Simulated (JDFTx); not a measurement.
A run of JDFTx 1.7.0 (patched build):

File HfB2.in:

```
lattice Hexagonal 5.9337400313 6.5762469137
coords-type Lattice
ion Hf     0.0000000000     0.0000000000     0.0000000000 1
ion B      0.6666666667     0.3333333333     0.5000000000 1
ion B      0.3333333333     0.6666666667     0.5000000000 1

ion-species pseudo/Hf.upf
ion-species pseudo/B.upf
elec-cutoff 38 304
elec-ex-corr gga-PBEsol
kpoint-folding 10 10 8
elec-smearing Fermi 0.0018374661
elec-n-bands 15
electronic-SCF nIterations 100 energyDiffThreshold 1e-09
electronic-minimize nIterations 30 energyDiffThreshold 1e-7
forces-output-coords Cartesian
lattice-minimize nIterations 40 energyDiffThreshold 1e-6

dump-name run.$VAR
dump End Ecomponents EigStats BandEigs Kpoints Forces Stress
```

Potentials or basis: PseudoDojo-SR-PBEsol-0.4.1-standard with smoothed tails.

The run is started by

```console
$ jdftx -c 1 -i HfB2.in -o HfB2.out
```

Hardware: 1 thread of Intel(R) Xeon(R) Platinum 8488C (Sapphire Rapids), on a shared host.

Task: How long does it take, and how much memory?

Result: Run time: 5.2 min on 1 thread of Intel(R) Xeon(R) Platinum 8488C (Sapphire Rapids), on a shared host, peak memory 0.2 GiB. Counts: scf iterations 44, bands 15, k points 70, plane waves 2243, ion steps 6.
